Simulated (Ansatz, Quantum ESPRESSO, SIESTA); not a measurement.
# One calculation of MoS2, 3 ways

```xyz
9
Lattice="3.1840 0.0000 0.0000 -1.5920 2.7574 0.0000 0.0000 0.0000 28.3873" Properties=species:S:1:pos:R:3 pbc="T T T"
Mo    0.0000    1.8383    6.4770
Mo    0.0000    1.8383   21.9103
Mo    1.5920    0.9191    0.0000
S     1.5920    0.9191    4.9250
S     1.5920    0.9191   20.3590
S     0.0000    1.8383   26.8355
S     1.5920    0.9191    8.0283
S     1.5920    0.9191   23.4623
S     0.0000    1.8383    1.5518
```

Measurements of this composition are mostly on another form, of space group No. 194.

The cell holds a layer with vacuum beside it, so values per volume hang on the cell's height.

Alike in all runs: task band structure; functional PBEsol; k mesh 10 × 10 × 1; occupations fermi-dirac, width 0.05 eV; no spin polarisation; no spin-orbit coupling. Gaps are the smaller of the mesh's and the band path's.

```tsv
program and potentials	plane-wave cutoff (eV)	notes	band gap (eV)	largest force (eV/Å)
Ansatz, Ansatz PAW	420	potentials made for PBE, which Ansatz adapts in part	1.16	0.150
Quantum ESPRESSO, GBRV 1.5 PBEsol	612	-	?	?
SIESTA, files PseudoDojo sr-pbesol-0.4.1-standard, DZP (energy shift 0.003 Ry; two zetas on semicore shells)	-	atomic basis	1.16	0.292
```

Q: Estimate from the other rows what the run with Quantum ESPRESSO, GBRV 1.5 PBEsol gave.

A: Band gap 1.16 eV; largest force 0.167 eV/Å. The other rows, which needn't bracket it: band gap 1.16; largest force 0.150 to 0.292.
